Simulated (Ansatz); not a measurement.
# V (Im-3m) in Ansatz: further runs, part 2 of 2

Ansatz 0.2.0. The steps go on from the part before.

## (4) Wannier functions, r2SCAN+D3(BJ)+ATM+U, collinear spin, ferromagnetic start

run.py

```python
import json

import ase.io
import numpy as np

import ansatz as az

atoms = ase.io.read("POSCAR", format="vasp")
atoms.set_initial_magnetic_moments([2.0])

calculation = (
    az.Crystal.from_ase(atoms)
    .calculation()
    .kpoints(12, 12, 12)
    .functional("r2scan", dispersion="d3bjatm")
    .pseudopotentials(kind="paw", partial_waves="polarizable")
    .hubbard(projectors="all-electron-atomic")
    .hubbard("V", "d", u_eff=4.5)
    .spin("collinear")
    .scf(extra_bands=14)
    .occupations(method="fermi_dirac", width=0.1)
    .wannier(mesh=(6, 6, 6), projections=(az.TrialShell(site=0, l="d"), az.TrialShell(site=0, l="s")),
        minimise=True, disentanglement_window=(0.9, 32.9), disentanglement_frozen_window=(3.9, 17.4),
        write_xyz=True)
    .band_table(publish=True)
)
outcome = calculation.run(threads=2, events_out="events.jsonl")

report = outcome.report
for line in open("events.jsonl"):
    event = json.loads(line)
    if event["event"] == "scf_iter":
        d = event["data"]
        print(f"SCF {d['iter']:3d}  HF = {d['harris_foulkes_ev']:.6f} eV  dr2 = {d['dr2_ev']:.2e} eV")
    elif event["event"] in ("relax_step", "md_step"):
        d = event["data"]
        print(f"{event['event']} {d['step']:3d}  E = {d['lagrangian_ev']:.6f} eV")
np.set_printoptions(precision=5, suppress=True, linewidth=110)
print("converged:", report["converged"], "after", report["n_iterations"], "iterations")
print(f"free energy {report['free_energy_ev']:.6f} eV, Fermi level {report['fermi_energy_ev']:.4f} eV")
for key in ("band_edges_ev", "magnetization_mub", "site_moments_mub", "site_moments_nc_mub", "forces_ev_ang",
                "stress_gpa", "kpoints_frac", "eigenvalues_ev"):
    if report.get(key) is not None:
        print(key, np.array(report[key]), sep="\n")
```

POSCAR

```
V
1.0
   -1.5143500000      1.5143500000      1.5143500000
    1.5143500000     -1.5143500000      1.5143500000
    1.5143500000      1.5143500000     -1.5143500000
V
1
Direct
    0.0000000000      0.0000000000      0.0000000000
```

Potentials or basis: Ansatz PAW polarizable.

The run is started by

```bash
> python run.py
```

Log:

```text
DeckWarning: basis.ecutwfc = 500 eV, auto-derived from the records' recommended cutoffs: set by V (their level for a meta-GGA)
PlacementWarning: RAYON_NUM_THREADS=2 ignored (pool sized by the plan → 2); use plan(threads=…)
RunWarning: 66 periodic images of 66 elements of H(R) lie 4.88e-4 to 1.95e-3 Å beyond their element's nearest image, near the 9.77e-4 Å window within which an element is shared among its images; whether they share it moves the interpolated H(k) by 9.6e-3 eV (Frobenius norm, root mean square over the Brillouin zone); at the model's own mesh points H(k) does not change
SCF   1  HF = -2911.233109 eV  dr2 = 8.48e-01 eV
SCF   2  HF = -2911.604673 eV  dr2 = 1.25e-02 eV
SCF   3  HF = -2912.011464 eV  dr2 = 1.77e-02 eV
SCF   4  HF = -2912.200272 eV  dr2 = 2.45e-03 eV
SCF   5  HF = -2912.332130 eV  dr2 = 2.10e-03 eV
SCF   6  HF = -2912.505962 eV  dr2 = 3.09e-03 eV
SCF   7  HF = -2912.571339 eV  dr2 = 8.30e-04 eV
SCF   8  HF = -2912.611464 eV  dr2 = 6.89e-04 eV
SCF   9  HF = -2912.637442 eV  dr2 = 4.57e-04 eV
SCF  10  HF = -2912.743991 eV  dr2 = 5.06e-04 eV
[... 18 lines left out ...]
SCF   2  HF = -2912.773447 eV  dr2 = 3.13e-11 eV
SCF   1  HF = -2912.773447 eV  dr2 = 3.15e-11 eV
SCF   2  HF = -2912.773440 eV  dr2 = 1.35e-06 eV
SCF   3  HF = -2912.773446 eV  dr2 = 3.09e-08 eV
SCF   1  HF = -2912.773447 eV  dr2 = 3.15e-11 eV
SCF   2  HF = -2912.648059 eV  dr2 = 1.46e+00 eV
SCF   3  HF = -2912.384999 eV  dr2 = 5.51e-02 eV
SCF   1  HF = -2912.773447 eV  dr2 = 3.15e-11 eV
SCF   2  HF = -2912.916778 eV  dr2 = 2.31e+00 eV
SCF   3  HF = -2912.379333 eV  dr2 = 1.26e-02 eV
converged: True after 2 iterations
free energy -2912.773447 eV, Fermi level 16.8944 eV
magnetization_mub
1.6457518751127376
site_moments_mub
[1.43542]
kpoints_frac
[[ 0.       0.       0.     ]
 [ 0.       0.       0.08333]
 [ 0.       0.       0.16667]
 [ 0.       0.       0.25   ]
 [ 0.       0.       0.33333]
 [ 0.       0.       0.41667]
 [ 0.       0.      -0.5    ]
 [ 0.       0.08333  0.08333]
 [ 0.       0.08333  0.16667]
 [ 0.       0.08333  0.25   ]
 [ 0.       0.08333  0.33333]
 [ 0.       0.08333  0.41667]
 [ 0.       0.08333 -0.5    ]
 [ 0.       0.08333 -0.41667]
 [ 0.       0.08333 -0.33333]
 [ 0.       0.08333 -0.25   ]
 [ 0.       0.08333 -0.16667]
 [ 0.       0.08333 -0.08333]
 [ 0.       0.16667  0.08333]
 [ 0.       0.16667  0.16667]
 [ 0.       0.16667  0.25   ]
 [ 0.       0.16667  0.33333]
 [ 0.       0.16667  0.41667]
 [ 0.       0.16667 -0.5    ]
 [ 0.       0.16667 -0.41667]
 [ 0.       0.16667 -0.33333]
 [ 0.       0.16667 -0.25   ]
 [ 0.       0.16667 -0.16667]
 [ 0.       0.16667 -0.08333]
 [ 0.       0.25     0.08333]
 [ 0.       0.25     0.16667]
 [ 0.       0.25     0.25   ]
 [ 0.       0.25     0.33333]
 [ 0.       0.25     0.41667]
 [ 0.       0.25    -0.5    ]
 [ 0.       0.25    -0.41667]
 [ 0.       0.25    -0.33333]
 [ 0.       0.25    -0.25   ]
 [ 0.       0.25    -0.16667]
 [ 0.       0.25    -0.08333]
 [ 0.       0.33333  0.08333]
 [ 0.       0.33333  0.16667]
 [ 0.       0.33333  0.25   ]
 [ 0.       0.33333  0.33333]
 [ 0.       0.33333  0.41667]
 [ 0.       0.33333 -0.5    ]
 [ 0.       0.33333 -0.41667]
 [ 0.       0.33333 -0.33333]
 [ 0.       0.33333 -0.25   ]
 [ 0.       0.33333 -0.16667]
 [ 0.       0.33333 -0.08333]
 [ 0.       0.41667  0.08333]
 [ 0.       0.41667  0.16667]
 [ 0.       0.41667  0.25   ]
 [ 0.       0.41667  0.33333]
 [ 0.       0.41667  0.41667]
 [ 0.       0.41667 -0.5    ]
 [ 0.       0.41667 -0.41667]
[... 141 lines left out ...]
 [ 0.16667 -0.25    -0.33333]
 [ 0.16667 -0.25    -0.25   ]
 [ 0.16667 -0.25    -0.16667]
 [ 0.16667 -0.16667 -0.16667]
 [ 0.25     0.25     0.25   ]
 [ 0.25     0.25    -0.25   ]
 [ 0.25     0.33333 -0.33333]
 [ 0.25     0.33333 -0.25   ]
 [ 0.25     0.41667 -0.41667]
 [ 0.25     0.41667 -0.33333]
 [ 0.25     0.41667 -0.25   ]
 [ 0.25    -0.5     -0.5    ]
 [ 0.25    -0.5     -0.41667]
 [ 0.25    -0.5     -0.33333]
 [ 0.25    -0.5     -0.25   ]
 [ 0.25    -0.41667  0.41667]
 [ 0.25    -0.41667 -0.5    ]
 [ 0.25    -0.41667 -0.41667]
 [ 0.25    -0.41667 -0.33333]
 [ 0.25    -0.41667 -0.25   ]
 [ 0.25    -0.33333  0.33333]
 [ 0.25    -0.33333  0.41667]
 [ 0.25    -0.33333 -0.5    ]
 [ 0.25    -0.33333 -0.41667]
 [ 0.25    -0.33333 -0.33333]
 [ 0.25    -0.33333 -0.25   ]
 [ 0.25    -0.25    -0.25   ]
 [ 0.33333  0.33333 -0.33333]
 [ 0.33333  0.41667 -0.41667]
 [ 0.33333  0.41667 -0.33333]
 [ 0.33333 -0.5     -0.5    ]
 [ 0.33333 -0.5     -0.41667]
 [ 0.33333 -0.5     -0.33333]
 [ 0.33333 -0.41667  0.41667]
 [ 0.33333 -0.41667 -0.5    ]
 [ 0.33333 -0.41667 -0.41667]
 [ 0.33333 -0.41667 -0.33333]
 [ 0.33333 -0.33333 -0.33333]
 [ 0.41667  0.41667 -0.41667]
 [ 0.41667 -0.5     -0.5    ]
 [ 0.41667 -0.5     -0.41667]
 [ 0.41667 -0.41667 -0.41667]
 [-0.5     -0.5     -0.5    ]]
eigenvalues_ev
[[-50.26825 -22.55418 -22.51856 ...  48.94419  48.97516  48.97516]
 [-50.25647 -22.60596 -22.54021 ...  50.51393  50.54674  50.73154]
 [-50.23243 -22.77597 -22.59808 ...  52.47902  53.18574  53.54955]
 ...
 [-48.2933  -21.41868 -21.3857  ...  61.14291  62.42752  64.28607]
 [-48.3022  -21.38538 -21.36318 ...  59.6106   64.27198  65.80487]
 [-48.28564 -21.40869 -21.40869 ...  60.73419  62.55994  62.60572]]
```

wannier.dn.spreads.toml:

```text
omega_i_ang2 = 5.257288902059376
omega_d_ang2 = 0.19621888636499565
omega_od_ang2 = 1.0805025982440508
omega_total_ang2 = 6.534010386668422
least_projectability = -4.684973112581425e-16
b_vectors_match_mmn = true
n_iter = 62
converged = true
rejected_fitted_steps = 0
dis_converged = true
dis_n_iter = 37
dis_n_moved = 1
dis_level_miss = 0.010001225945805452

[[wannier]]
r = [0.03928347783293509, -0.0034958451359656203, -0.06260981018358845]
spread = 0.8773286100306688

[[wannier]]
r = [0.04603482424525524, 0.007574225547652388, 0.06389892789613279]
spread = 0.8848063181297608

[[wannier]]
r = [-0.08875430190385206, 0.018574035738242324, 0.07196534693386805]
spread = 0.9175087372179322

[[wannier]]
r = [0.08953319034259942, -0.04177463044696395, 0.002140362793969074]
spread = 0.9196851476298531

[[wannier]]
r = [-0.08901078189268676, 0.017049963819725608, -0.0757224922542561]
spread = 0.9199719413761217

[[wannier]]
r = [0.7599334251973752, 0.0018734047686184273, 1.514712190381446]
spread = 2.0147096322841875

[[curvature_check]]
after_line_search = 15
omega_tilde_before_ang2 = 1.2947579410481196
krylov_steps = 54
lowest_ritz_value_ang2 = -0.04739135115899698
residual_ang2 = 3.022828011317353e-19
settled = true
first_negative_step = 3
curvature_along_ang2 = -0.03674550307622529
angle_rad = 0.9823834953648274
omega_tilde_after_ang2 = 1.281903891037662
outcome = "escaped"

[[curvature_check]]
after_line_search = 62
omega_tilde_before_ang2 = 1.2767214846090464
krylov_steps = 50
lowest_ritz_value_ang2 = 9.61439652743309e-5
residual_ang2 = 8.362946265996427e-13
settled = true
outcome = "no-negative-curvature"
```

Run time: 2.4 min. Hardware: 2 threads of Arm Neoverse V1, shared host; peak memory 1.9 GiB.

Results:

```
Free energy            : -2912.7734 eV
Band gap on the k mesh : none (metal or under the smearing width)
Net moment             : 1.65 μB per cell
Absolute moment        : 1.95 μB per cell
Site moments           : V +1.44 μB
```

Levels at points of the mesh, in eV from the Fermi level:
Spin up:
```
              k point  band 3  band 4  band 5  band 6  band 7  band 8  band 9  band 10  band 11  band 12
   (0.00, 0.00, 0.00)  -39.41  -39.41   -8.28   -3.19   -3.19   -3.07    3.59     3.69    19.61    19.61
  (0.00, 0.00, -0.50)  -39.71  -39.43   -6.21   -4.84    0.23    0.96    2.81     3.87     8.87    15.41
 (0.00, -0.50, -0.50)  -39.75  -39.41   -5.99   -4.96    0.24    1.06    2.56     3.93     8.92    15.42
(-0.50, -0.50, -0.50)  -40.06  -40.06   -2.15   -1.76    0.63    0.63    1.21     8.54     8.54     8.54
```
Spin down:
| k point | band 3 | band 4 | band 5 | band 6 | band 7 | band 8 | band 9 | band 10 |
| --- | --- | --- | --- | --- | --- | --- | --- | --- |
| (0.00, 0.00, 0.00) | -37.75 | -37.71 | -7.48 | 1.44 | 1.65 | 3.68 | 3.68 | 3.73 |
| (0.00, 0.00, -0.50) | -38.00 | -37.75 | -2.46 | 0.85 | 1.95 | 2.37 | 3.56 | 6.90 |
| (0.00, -0.50, -0.50) | -37.96 | -37.77 | -2.42 | 0.83 | 2.09 | 2.16 | 3.61 | 6.92 |
| (-0.50, -0.50, -0.50) | -38.30 | -38.26 | -4.55 | -4.41 | 6.48 | 6.55 | 6.55 | 10.80 |

Eigenvalues of the final occupation matrices:
```csv
site,spin,trace,eigenvalues
site 1,1,3.08,0.23 0.26 0.86 0.87 0.87
site 1,2,1.50,0.10 0.10 0.11 0.58 0.61
```

Caveat: the magnetic or orbital state may not be the lowest; the U is typed as a test and isn't derived for this compound.
